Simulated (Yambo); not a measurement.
## Moving the volume of the cell in GaN

Symmetry: F-43m, No. 216, cubic system. Conventional cell: a = 4.507 Å, b = 4.507 Å, c = 4.507 Å, α = 90.00°, β = 90.00°, γ = 90.00°. Ga (site symmetry -43m) has 4 N at 1.95 Å as nearest neighbours. Around N (site symmetry -43m) lie 4 Ga at 1.95 Å.

Kept alike: task optical spectrum; functional PBEsol; k mesh 6 × 6 × 6; occupations fixed; no spin polarisation. Program: Yambo, PseudoDojo 0.4.1 SR PBEsol standard, cutoff 1143 eV. The mesh is that of the run's cell of 2 atoms. No spin-orbit coupling.

| volume of cell, f (times the cell shown) | band gap (eV) |
| --- | --- |
| 0.88 | 2.533 |
| 0.92 | 2.246 |
| 0.96 | 1.970 |
| 1 | 1.705 |
| 1.04 | 1.452 |
| 1.08 | 1.210 |

The cell shown is the unstrained one; x, y and z are its Cartesian axes; atoms keep their fractions. A gap read on the mesh alone can miss an edge between its points.

Problem. What does the volume of the cell change here?

Solution. The band gap falls from 2.533 to 1.210 eV between 0.88 and 1.08 times the cell shown. Measured: 3.299 eV (a printed reference work). Semilocal gaps run low as a rule. The gap moves here only through the cell or the potentials.
